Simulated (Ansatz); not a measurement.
# ZnF2 (P4_2/mnm): the equilibrium volume, part 2 of 2

Aim: the volume at which the pressure of ZnF2 (P4_2/mnm) vanishes.

Ansatz 0.2.0; DFT PBE, scalar-relativistic, plane waves, PAW. The steps go on from the part before.

## 3. Full relaxation

Input file input.yaml:

```yaml
crystal:
  lattice:
    - [4.70294417, 0.0, 0.0]
    - [0.0, 4.70294417, 0.0]
    - [0.0, 0.0, 3.13289021]
  atoms:
    - { symbol: Zn, position: [0.5, 0.5, 0.5] }
    - { symbol: Zn, position: [0.0, 0.0, 0.0] }
    - { symbol: F, position: [0.69686162, 0.69686162, 0.0] }
    - { symbol: F, position: [0.80313838, 0.19686162, 0.5] }
    - { symbol: F, position: [0.30313838, 0.30313838, 0.0] }
    - { symbol: F, position: [0.19686162, 0.80313838, 0.5] }
basis:
  ecutwfc: 420
kpoints:
  mp_grid: { grid: [6, 6, 8] }
hamiltonian:
  xc: pbe
scf:
  occupations: { method: gaussian, width: 0.02 }
output:
  forces: true
  stress: true
  eigenvalues: true
  write_density: true
  write_potential: true
  elf: true
  volumetric_format: npy
relax:
  adjacent_minimum: "off"
  f_tol: 0.005
  max_steps: 80
  cell: { stress_tol: 0.05 }
```

On the command line:

```console
> ansatz run input.yaml --threads 8 --pin off --max-ram 14336MiB --backend cpu --events-out ev --progress --plain --runs-dir out
```

The program printed:

```text
Warning: RAYON_NUM_THREADS=8 ignored (pool sized by the plan → 8); use --threads N
Engine: ansatz 0.2.0, aarch64-unknown-linux-gnu
Pseudopotentials: kind: paw
Pseudopotential: Zn, paw, valence charge 12, recommended cutoff 420 eV (normal), Zn.paw.azcp
Pseudopotential: F, paw, valence charge 7, recommended cutoff 420 eV (normal), F.paw.azcp
Functional definition: PBE
  parameter kappa = 0.804
  parameter beta = 0.06672455060314922
  exchange = pbe_x(kappa = kappa, mu = beta*pi^2/3)
  correlation = pbe_c(beta = beta)
Crystal: 6 atoms, lattice volume = 69.292 Å³
Basis set: ecut = 420 eV, 1379 PW (Γ), exchange–correlation on 64×64×48 points (8 copies of the dense FFT grid, shifted against one another)
Bands: 32, of which v1, the nominal top of the filled ones, is band 26 counted from 1 (25 counted from 0)
Symmetry: 16 space group operations
Space group: P42/mnm (ITA 136), of the structure as read, at distance tolerance 4.1e-5 Å
k-points: 50 of 288
Non-local potential: Zn, projectors of the file, l = 0: 2, l = 1: 2, l = 2: 3, l = 3: 1
Non-local potential: F, projectors of the file, l = 0: 2, l = 1: 2, l = 2: 1
PAW form: soft (Blöchl's): semilocal exchange-correlation on the pseudo side does not see the compensation charge
PAW one-centre angular grid: Zn, 590 points (default); XC on 64 Gauss nodes
PAW one-centre angular grid: F, 110 points (default); XC on 64 Gauss nodes
Initial density: superposition of atomic densities (neutral atoms: chi_scale 0, normalization atom), corrected by the library's trained network
Initial wavefunctions: pseudopotential atomic-orbital guess
Functional: x = pbe(κ = 0.804, μ = 0.2195149727645171), c = pbe(β = 0.06672455060314922)
SCF iter   1: F=—  HF=-9874.125199 eV  |F-HF|=—  |Δ(HF+E_count)|=         —  Δρ=8.94e-4  dr2=1.67e-4  ethr=1.77e-3  ⟨swp⟩=6.4  Hψ=6992  notcnv=0
preconditioner: auto → Resta (q_TF=auto, 2.601 Å⁻¹)  ε∞=4.9  [insulator: Δε(μ)=3.576 eV  Ē_g=16.228 eV  σ=0.020 eV  W_gap=1.00  n_scr=18 (ndim 8)  ℏωp=32.2 eV  f_vac=0.119  D(μ)=0.00/eV (n_scr^D=0)  ε∞_Penn≈4.9]
SCF iter   2: F=—  HF=-9874.126128 eV  |F-HF|=—  |Δ(HF+E_count)|=   9.29e-4  Δρ=4.58e-4  dr2=5.44e-5  ethr=3.20e-7  ⟨swp⟩=2.6  Hψ=3659  notcnv=0  defer=24
SCF iter   3: F=—  HF=-9874.126165 eV  |F-HF|=—  |Δ(HF+E_count)|=   3.68e-5  Δρ=2.45e-4  dr2=1.40e-5  ethr=1.05e-7  ⟨swp⟩=2.2  Hψ=2541  notcnv=0  defer=24
SCF iter   4: F=—  HF=-9874.126240 eV  |F-HF|=—  |Δ(HF+E_count)|=   7.50e-5  Δρ=6.40e-5  dr2=2.13e-6  ethr=2.70e-8  ⟨swp⟩=2.0  Hψ=2750  notcnv=0  defer=24
SCF iter   5: F=—  HF=-9874.126240 eV  |F-HF|=—  |Δ(HF+E_count)|=   5.81e-7  Δρ=3.43e-5  dr2=4.94e-7  ethr=4.10e-9  ⟨swp⟩=2.0  Hψ=2675  notcnv=0  defer=24
SCF iter   6: F=-9874.126240 eV  HF=-9874.126240 eV  |F-HF|=6.65e-8  |Δ(HF+E_count)|=   4.51e-8  Δρ=1.02e-5  dr2=4.83e-8  ethr=1.92e-10  ⟨swp⟩=8.8  Hψ=11018  notcnv=0
SCF 1 converged in 6 iterations: F = -9874.126240 eV  dr2 = 4.83e-8
relax step   1: F+E_penalty+E_count = -9874.12624038 eV  Δ(F+E_penalty+E_count) = +0.000e0 eV  max|allowed force component| = 1.688e-2 eV/Å  Δτ_max = 0.0000 Å  P = +6.107 GPa  Ω = 69.292 Å³  (6 SCF iters, dr2 threshold 1.00e-7 eV, accepted)
Crystal: 6 atoms, lattice volume = 71.038 Å³
Basis set: ecut = 420 eV, 1411 PW (Γ), exchange–correlation on 64×64×48 points (8 copies of the dense FFT grid, shifted against one another)
Initial density: handed on by an earlier stage of this run
Initial wavefunctions: those handed on with the density
iter 1 solved again at ethr=1.80e-5 eV; its pass at ethr=3.10e-3 eV (dr2=9.34e-3 eV) is discarded
SCF iter   1: F=—  HF=-9874.169447 eV  |F-HF|=—  |Δ(HF+E_count)|=         —  Δρ=3.71e-3  dr2=9.54e-3  ethr=1.80e-5  ⟨swp⟩=1.9  Hψ=7349  notcnv=0
preconditioner: auto → Resta (q_TF=auto, 2.590 Å⁻¹)  ε∞=5.0  [insulator: Δε(μ)=3.461 eV  Ē_g=15.973 eV  σ=0.020 eV  W_gap=1.00  n_scr=18 (ndim 8)  ℏωp=31.8 eV  f_vac=0.132  D(μ)=0.00/eV (n_scr^D=0)  ε∞_Penn≈5.0]
SCF iter   2: F=—  HF=-9874.166106 eV  |F-HF|=—  |Δ(HF+E_count)|=   3.34e-3  Δρ=1.31e-3  dr2=1.21e-3  ethr=1.80e-5  ⟨swp⟩=2.0  Hψ=2935  notcnv=0
SCF iter   3: F=—  HF=-9874.165408 eV  |F-HF|=—  |Δ(HF+E_count)|=   6.98e-4  Δρ=8.21e-4  dr2=7.40e-4  ethr=2.34e-6  ⟨swp⟩=2.0  Hψ=2665  notcnv=0
SCF iter   4: F=—  HF=-9874.165128 eV  |F-HF|=—  |Δ(HF+E_count)|=   2.80e-4  Δρ=2.87e-4  dr2=4.28e-5  ethr=1.42e-6  ⟨swp⟩=2.0  Hψ=2602  notcnv=0
SCF iter   5: F=—  HF=-9874.165020 eV  |F-HF|=—  |Δ(HF+E_count)|=   1.08e-4  Δρ=1.27e-4  dr2=6.28e-6  ethr=8.22e-8  ⟨swp⟩=2.0  Hψ=2562  notcnv=0
SCF iter   6: F=—  HF=-9874.165019 eV  |F-HF|=—  |Δ(HF+E_count)|=   5.63e-7  Δρ=2.76e-5  dr2=6.31e-7  ethr=1.21e-8  ⟨swp⟩=2.0  Hψ=2765  notcnv=0
SCF iter   7: F=-9874.165020 eV  HF=-9874.165020 eV  |F-HF|=6.59e-8  |Δ(HF+E_count)|=   9.01e-7  Δρ=7.57e-6  dr2=4.60e-8  ethr=1.15e-9  ⟨swp⟩=8.9  Hψ=11487  notcnv=0
SCF 2 converged in 7 iterations: F = -9874.165020 eV  dr2 = 4.60e-8
relax step   2: F+E_penalty+E_count = -9874.16502037 eV  Δ(F+E_penalty+E_count) = -3.878e-2 eV  max|allowed force component| = 6.968e-3 eV/Å  Δτ_max = 0.0002 Å  P = +2.790 GPa  Ω = 71.038 Å³  energy of the carried Pulay correction = -9.165e-3 eV  (7 SCF iters, dr2 threshold 6.00e-7 eV, accepted)
Crystal: 6 atoms, lattice volume = 72.591 Å³
Basis set: ecut = 420 eV, 1427 PW (Γ), exchange–correlation on 64×64×48 points (8 copies of the dense FFT grid, shifted against one another)
iter 1 solved again at ethr=1.39e-5 eV; its pass at ethr=3.10e-3 eV (dr2=7.21e-3 eV) is discarded
SCF iter   1: F=—  HF=-9874.174593 eV  |F-HF|=—  |Δ(HF+E_count)|=         —  Δρ=3.19e-3  dr2=7.20e-3  ethr=1.39e-5  ⟨swp⟩=2.3  Hψ=7935  notcnv=0
preconditioner: auto → Resta (q_TF=auto, 2.581 Å⁻¹)  ε∞=5.0  [insulator: Δε(μ)=3.446 eV  Ē_g=15.801 eV  σ=0.020 eV  W_gap=1.00  n_scr=18 (ndim 8)  ℏωp=31.4 eV  f_vac=0.139  D(μ)=0.00/eV (n_scr^D=0)  ε∞_Penn≈5.0]
SCF iter   2: F=—  HF=-9874.172091 eV  |F-HF|=—  |Δ(HF+E_count)|=   2.50e-3  Δρ=1.15e-3  dr2=9.14e-4  ethr=1.38e-5  ⟨swp⟩=2.0  Hψ=2933  notcnv=0
SCF iter   3: F=—  HF=-9874.171570 eV  |F-HF|=—  |Δ(HF+E_count)|=   5.21e-4  Δρ=7.06e-4  dr2=5.48e-4  ethr=1.76e-6  ⟨swp⟩=2.0  Hψ=2675  notcnv=0
SCF iter   4: F=—  HF=-9874.171223 eV  |F-HF|=—  |Δ(HF+E_count)|=   3.47e-4  Δρ=2.44e-4  dr2=3.12e-5  ethr=1.05e-6  ⟨swp⟩=2.0  Hψ=2613  notcnv=0
SCF iter   5: F=—  HF=-9874.171240 eV  |F-HF|=—  |Δ(HF+E_count)|=   1.76e-5  Δρ=6.18e-5  dr2=1.91e-6  ethr=6.01e-8  ⟨swp⟩=2.0  Hψ=2523  notcnv=0
SCF iter   6: F=-9874.171241 eV  HF=-9874.171241 eV  |F-HF|=1.54e-7  |Δ(HF+E_count)|=   7.83e-7  Δρ=2.85e-5  dr2=5.04e-7  ethr=1.15e-9  ⟨swp⟩=9.2  Hψ=11907  notcnv=0
SCF 3 converged in 6 iterations: F = -9874.171241 eV  dr2 = 5.04e-7
relax step   3: F+E_penalty+E_count = -9874.17124141 eV  Δ(F+E_penalty+E_count) = -6.221e-3 eV  max|allowed force component| = 1.677e-2 eV/Å  Δτ_max = 0.0024 Å  P = +0.145 GPa  Ω = 72.591 Å³  energy of the carried Pulay correction = -1.713e-2 eV  (6 SCF iters, dr2 threshold 6.00e-7 eV, accepted)
[... 9 lines left out ...]
relax step   4: F+E_penalty+E_count = -9874.17100919 eV  Δ(F+E_penalty+E_count) = +2.322e-4 eV  max|allowed force component| = 1.486e-3 eV/Å  Δτ_max = 0.0035 Å  P = +0.039 GPa  Ω = 72.688 Å³  energy of the carried Pulay correction = -1.762e-2 eV  (5 SCF iters, dr2 threshold 1.01e-7 eV, accepted)
[... 9 lines left out ...]
relax step   5: F+E_penalty+E_count = -9874.17086225 eV  Δ(F+E_penalty+E_count) = +1.469e-4 eV  max|allowed force component| = 3.075e-4 eV/Å  Δτ_max = 0.0005 Å  P = +0.002 GPa  Ω = 72.726 Å³  energy of the carried Pulay correction = -1.781e-2 eV  (5 SCF iters, dr2 threshold 2.08e-8 eV, accepted)
[... 11 lines left out ...]
relax step   6: F+E_penalty+E_count = -9874.19445243 eV  Δ(F+E_penalty+E_count) = -2.359e-2 eV  max|allowed force component| = 5.605e-4 eV/Å  Δτ_max = 0.0000 Å  P = +0.573 GPa  Ω = 72.726 Å³  stress off target by 6.17e-1 GPa  SCF on the basis re-selected at this cell (its energy is not comparable with the rows above)  (7 SCF iters)
[... 11 lines left out ...]
relax step   7: F+E_penalty+E_count = -9874.19347625 eV  Δ(F+E_penalty+E_count) = +9.762e-4 eV  max|allowed force component| = 5.888e-4 eV/Å  Δτ_max = 0.0012 Å  P = +0.124 GPa  Ω = 73.072 Å³  energy of the carried Pulay correction = -1.781e-3 eV  (5 SCF iters, dr2 threshold 6.00e-7 eV, accepted)
[... 9 lines left out ...]
relax step   8: F+E_penalty+E_count = -9874.19305787 eV  Δ(F+E_penalty+E_count) = +4.184e-4 eV  max|allowed force component| = 1.350e-4 eV/Å  Δτ_max = 0.0004 Å  P = +0.005 GPa  Ω = 73.159 Å³  energy of the carried Pulay correction = -2.235e-3 eV  (5 SCF iters, dr2 threshold 4.84e-8 eV, accepted)
Basis set: ecut = 420 eV, 1431 PW (Γ), exchange–correlation on 72×72×48 points (8 copies of the dense FFT grid, shifted against one another)
iter 1 solved again at ethr=1.78e-7 eV; its pass at ethr=3.10e-3 eV (dr2=9.25e-5 eV) is discarded
SCF iter   1: F=—  HF=-9874.195094 eV  |F-HF|=—  |Δ(HF+E_count)|=         —  Δρ=1.96e-4  dr2=1.26e-6  ethr=1.78e-7  ⟨swp⟩=3.0  Hψ=10628  notcnv=0
preconditioner: auto → Resta (q_TF=auto, 2.577 Å⁻¹)  ε∞=4.9  [insulator: Δε(μ)=3.522 eV  Ē_g=15.786 eV  σ=0.020 eV  W_gap=1.00  n_scr=18 (ndim 8)  ℏωp=31.3 eV  f_vac=0.139  D(μ)=0.00/eV (n_scr^D=0)  ε∞_Penn≈4.9]
SCF iter   2: F=—  HF=-9874.195307 eV  |F-HF|=—  |Δ(HF+E_count)|=   2.13e-4  Δρ=9.81e-5  dr2=4.60e-7  ethr=2.42e-9  ⟨swp⟩=2.0  Hψ=2765  notcnv=0
SCF iter   3: F=—  HF=-9874.195412 eV  |F-HF|=—  |Δ(HF+E_count)|=   1.05e-4  Δρ=4.04e-5  dr2=5.12e-8  ethr=8.85e-10  ⟨swp⟩=2.6  Hψ=2697  notcnv=0
SCF iter   4: F=—  HF=-9874.195433 eV  |F-HF|=—  |Δ(HF+E_count)|=   2.13e-5  Δρ=3.91e-6  dr2=5.06e-9  ethr=9.84e-11  ⟨swp⟩=2.0  Hψ=2700  notcnv=0
SCF iter   5: F=—  HF=-9874.195433 eV  |F-HF|=—  |Δ(HF+E_count)|=   8.75e-9  Δρ=1.11e-6  dr2=2.13e-10  ethr=9.73e-12  ⟨swp⟩=2.0  Hψ=2698  notcnv=0
SCF iter   6: F=—  HF=-9874.195433 eV  |F-HF|=—  |Δ(HF+E_count)|=   8.17e-9  Δρ=4.37e-7  dr2=7.75e-11  ethr=1.00e-12  ⟨swp⟩=5.9  Hψ=7602  notcnv=0
SCF iter   7: F=-9874.195433 eV  HF=-9874.195433 eV  |F-HF|=0.00e0  |Δ(HF+E_count)|=   1.08e-9  Δρ=8.33e-8  dr2=4.50e-12  ethr=1.00e-12  ⟨swp⟩=5.0  Hψ=6819  notcnv=0
SCF 9 converged in 7 iterations: F = -9874.195433 eV  dr2 = 4.50e-12
relax step   9: F+E_penalty+E_count = -9874.19543323 eV  Δ(F+E_penalty+E_count) = -2.375e-3 eV  max|allowed force component| = 1.525e-4 eV/Å  Δτ_max = 0.0000 Å  P = +0.029 GPa  Ω = 73.159 Å³  stress off target by 3.84e-2 GPa  SCF on the basis re-selected at this cell (its energy is not comparable with the rows above)  (7 SCF iters)
basis re-selected at this cell: Δ(F+E_penalty+E_count) = -2.375e-3 eV, ΔP = +0.024 GPa vs the last step (what re-selecting the basis moved, of the pressure what is left beyond the Pulay correction that the steps carried, after the strain that the cell walked since its last selection, with what the two solves' SCF thresholds leave and, on support functions, any second-order correction that the steps lacked; it is no measure of the basis error at this ecutwfc). The dense FFT grid was sized anew with the basis: this SCF ran on 36×36×24 points, the steps before it on 32×32×24, so part of this shift can come from that change (see relax.cell in the input reference). This SCF's stress stands 3.84e-2 GPa from its target on what of the cell is left free (relax.cell.stress_tol is 5.00e-2 GPa) and its largest allowed force component is 1.52e-4 eV/Å (relax.f_tol is 5.00e-3 eV/Å): within both
SCF converged after 7 iterations
Free energy (F): -9874.195433 eV
Harris-Foulkes:  -9874.195433 eV  (|F-HF|=0.00e0)
Internal energy: -9874.195433 eV  (E = F + TS)
E sigma→0 (E₀):  -9874.195433 eV
Fermi energy:    4.668131 eV
--- Per-component energies (eV) ---
  E_band       = -131.188923
  E_kinetic    = 1085.087835
  E_local      = -5883.114355  (includes V_loc(G=0)·N_el)
  E_nonlocal   = 1543.273917
  E_hartree    = 2360.310748
  E_xc         = -587.800381
  E_vxc        = -505.799254  (∫ρ·V_xc dr)
  E_paw        = -4477.396932  (= ΣΔE_a)
  E_vpaw       = -1091.265933  (= ΣTr[D̂ρ^β])
  E_aug_tail   = 0.007371  (compensation charges beyond the density's cutoff)
  E_ewald      = -3914.563636
  E_smearing   = -0.000000  (= −TS)
  E_closure    = -0.000000  (closes the sum)
  Σ components = -9874.195433   (vs F -9874.195433, Δ=0.00e0)
--- Forces (eV/Å), atoms counted from 1 ---
  atom   1  Zn     0.00000000    -0.00000000     0.00000000
  atom   2  Zn    -0.00000000     0.00000000     0.00000000
  atom   3  F     -0.00015248    -0.00015248     0.00000000
  atom   4  F      0.00015248    -0.00015248     0.00000000
  atom   5  F      0.00015248     0.00015248     0.00000000
  atom   6  F     -0.00015248     0.00015248     0.00000000
  max |Σ_I F_I| component: 8.67e-19 eV/Å
--- Stress (GPa, compression-positive) ---
        0.038436       0.000000       0.000000
        0.000000       0.038436       0.000000
        0.000000       0.000000       0.009035
  P = ⅓ Tr σ = 0.0286 GPa (0.286 kbar)
--- Band table (eV; the first three rows and the last of 50) ---
  k-point 0: bands = ["-18.4516", "-17.7754", "-17.7754", "-17.7473", "-2.7660", "-2.0338", "-1.3528", "-1.3528", "-1.1952", "-0.0797", "-0.0206", "-0.0186", "-0.0186", "0.0238", "0.0238", "0.0907", "0.1147", "0.4350", "1.1877", "1.4307", "1.7044", "1.7044", "2.0501", "2.6763", "2.6763", "2.9025", "6.4288", "11.9985", "12.6341", "12.6341", "16.3373", "16.4452"]
  k-point 1: bands = ["-18.4062", "-17.7688", "-17.7688", "-17.7526", "-2.6452", "-1.9826", "-1.3687", "-1.3687", "-1.1156", "-0.3801", "-0.1514", "-0.0715", "-0.0715", "-0.0185", "0.0828", "0.1235", "0.1235", "0.8122", "0.8917", "1.4217", "1.7024", "1.7024", "1.9844", "2.4964", "2.4964", "2.7904", "6.9560", "12.0769", "13.0384", "13.0384", "16.3075", "16.4045"]
  k-point 2: bands = ["-18.2833", "-17.7775", "-17.7527", "-17.7527", "-2.3169", "-1.8572", "-1.3452", "-1.3452", "-0.9775", "-0.8950", "-0.4772", "-0.2463", "-0.2463", "-0.0294", "0.0650", "0.3207", "0.3207", "0.4703", "1.1570", "1.4021", "1.6584", "1.6584", "1.8119", "2.1757", "2.1757", "2.4685", "8.1871", "12.1663", "14.0532", "14.0532", "15.6798", "16.2365"]
  k-point 49: bands = ["-17.9254", "-17.9254", "-17.7596", "-17.7596", "-2.0323", "-2.0323", "-1.3200", "-1.3200", "-1.2277", "-1.2277", "-0.8805", "-0.8805", "-0.1621", "-0.1621", "0.1294", "0.1294", "0.5106", "0.5106", "1.7069", "1.7069", "1.7270", "1.7270", "1.8214", "1.8214", "2.1622", "2.1622", "10.8582", "10.8582", "14.4313", "14.4313", "15.0887", "15.0887"]
--- Relaxed structure (7 steps of the walk, 7 accepted, 2 SCFs on fresh bases) ---
  F+E_penalty+E_count = -9874.19543323 eV   max|allowed force component| = 1.525e-4 eV/Å   (the final SCF, on the basis selected at the relaxed cell)
  cell:  # Å, volume = 73.1589 Å³
    - [4.799865419157682, 1.9295531886038786e-34, 0.0]
    - [-5.513009110296796e-35, 4.799865419157682, 0.0]
    - [0.0, 0.0, 3.1754770448256764]
  atoms:
    - { symbol: Zn, position: [0.5, 0.5, 0.49999999999999994] }
    - { symbol: Zn, position: [-1.9211408380477867e-20, -7.684563352191252e-21, 0.0] }
    - { symbol: F, position: [0.695624478580002, 0.695624478580002, 0.0] }
    - { symbol: F, position: [0.8043755214199979, 0.195624478580002, 0.49999999999999994] }
    - { symbol: F, position: [0.3043755214199979, 0.3043755214199979, 0.0] }
    - { symbol: F, position: [0.195624478580002, 0.8043755214199979, 0.49999999999999994] }
```

It took 12 s on 8 threads of Arm Neoverse V1, shared host; peak memory 0.52 GiB.

Step by step:

```csv
step,energy from step 1 (meV/atom),largest force component (eV/Å),pressure (GPa),volume (Å³/atom)
1,0.0,0.017,6.11,11.549
2,-6.5,0.007,2.79,11.840
3,-7.5,0.017,0.15,12.099
4,-7.5,0.001,0.04,12.115
5,-7.4,0.000,0.00,12.121
6,-11.4,0.001,0.57,12.121
7,-11.2,0.001,0.12,12.179
8,-11.1,0.000,0.00,12.193
9,-11.5,0.000,0.03,12.193
```

Step 1 is the start. Step 6 repeats a cell on a basis chosen anew, so the energy can jump there without a move. Step 9 repeats the geometry before it on a plane-wave basis chosen anew for the final cell, which shifts the energy by -0.4 meV/atom.

Result: volume 12.193 Å³/atom, pressure 0.03 GPa, mesh gap 3.52 eV.

## 4. The cell, before and after

The cell before and after:

| cell as typed | before | after | change |
| --- | --- | --- | --- |
| a (Å) | 4.703 | 4.800 | +2.1 % |
| b (Å) | 4.703 | 4.800 | +2.1 % |
| c (Å) | 3.133 | 3.175 | +1.4 % |
| volume (Å³/atom) | 11.549 | 12.193 | +5.6 % |
| shortest distance (Å) | 2.016 | 2.066 | +2.5 % |
| space group | P4_2/mnm | P4_2/mnm | same |

## 5. Results

This closing draws on all 2 parts. Changes of volume or cell count from the first structure of part 1.

| quantity | value |
| --- | --- |
| volume | 12.193 Å³/atom |
| pressure | 0.03 GPa |
| conventional cell | a = 4.800 Å, b = 4.800 Å, c = 3.175 Å, α = 90.00°, β = 90.00°, γ = 90.00° |
| gap on the mesh | 3.52 eV |

**Reading.** Over the 2 runs shown the cell moved from 11.55 to 12.19 Å³/atom, a change of +5.6 %, where the pressure is zero within 0.03 GPa.

These are semilocal Kohn-Sham gaps, which aren't the measured quantity. Such gaps usually fall short of the measured ones.
